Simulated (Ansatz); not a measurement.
**Thallium, diamond: HSE06 at the PBE geometry**

How do the levels change when part of the exchange is made exact, and what does it cost? Spin polarisation is left out. The geometry was relaxed under PBE beforehand and is kept. Exact exchange is dear, so the k-mesh is coarse, and PBE is run on the same mesh for comparison.

Program: Ansatz 0.2.0. Level of theory: DFT, plane waves (420 eV) with PBE-made PAW files, scalar-relativistic; functionals as named at each step. These are calculated values, not measurements.

### 1 The structure to begin with

Symmetry: Fd-3m, No. 227, cubic system. The conventional cell has a = 7.132 Å, b = 7.132 Å, c = 7.132 Å, α = 90.00°, β = 90.00°, γ = 90.00°. Around Tl (site symmetry -43m) lie 4 Tl at 3.09 Å.

As a file:

```
Tl
1.0
     0.00000    3.56601    3.56601
     3.56601    0.00000    3.56601
     3.56601    3.56601    0.00000
Tl
2
Direct
  0.12500 0.12500 0.12500
  0.87500 0.87500 0.87500
```

### 2 PBE on the coarse mesh

The run with PBE.

Contents of input.yaml:

```yaml
crystal:
  lattice:
    - [0.0, 3.5660075255, 3.5660075255]
    - [3.5660075255, 0.0, 3.5660075255]
    - [3.5660075255, 3.5660075255, 0.0]
  atoms:
    - { symbol: Tl, position: [0.125, 0.125, 0.125] }
    - { symbol: Tl, position: [0.875, 0.875, 0.875] }
hamiltonian:
  xc: pbe
  pseudopotentials:
    kind: paw
    azcp:
      Tl: "pseudopotentials/Tl.paw.azcp"
basis:
  ecutwfc: 420
  fft_grid_basis: typed
kpoints:
  mp_grid: { grid: [4, 4, 4], shift: [0, 0, 0] }
magnetization:
  spin_polarized: false
scf:
  occupations: { method: fermi_dirac, width: 0.1 }
output:
  write_density: true
  write_potential: true
  elf: true
  volumetric_format: npy
```

Started as:

```sh
$ ansatz run input.yaml --threads 4 --pin off --max-ram 8192MiB --backend cpu --events-out ev --progress --plain --runs-dir out
```

### 3 HSE06, coarse mesh

The run with HSE06.

Changes to input.yaml since step 2:

```diff
@@ -9,3 +9,3 @@
 hamiltonian:
-  xc: pbe
+  xc: hse06
   pseudopotentials:
@@ -23,6 +23 @@
   occupations: { method: fermi_dirac, width: 0.1 }
-output:
-  write_density: true
-  write_potential: true
-  elf: true
-  volumetric_format: npy
```

(Steps that only read results are left out.)

**Question.** What will these runs give? Wanted: PBE: gap; HSE06: gap; HSE06: relative to hcp.

**Answer**, as computed:

| quantity | value |
| --- | --- |
| PBE: gap | none (levels filled in part) |
| HSE06: gap | none (levels filled in part) |
| HSE06: SCF cycles, exchange loops | 15, 2 |
| HSE06: CPU time over that of PBE | 13 |
| HSE06: relative to hcp | +415 meV/atom |

What this shows: Both PBE and HSE06 leave levels filled in part. HSE06 cost 13 times the CPU time of PBE. The exchange operator of HSE06 was renewed in 2 outer loops. The dense-mesh value adds +38.7 meV/atom, the change that PBE shows between the coarse mesh and its own dense run (not shown). Under HSE06 it lies 415 meV/atom above hcp (computed apart in the same way); on such meshes a few tens of meV are uncertain for metals. The total energies in the logs cannot be compared from one functional to another.
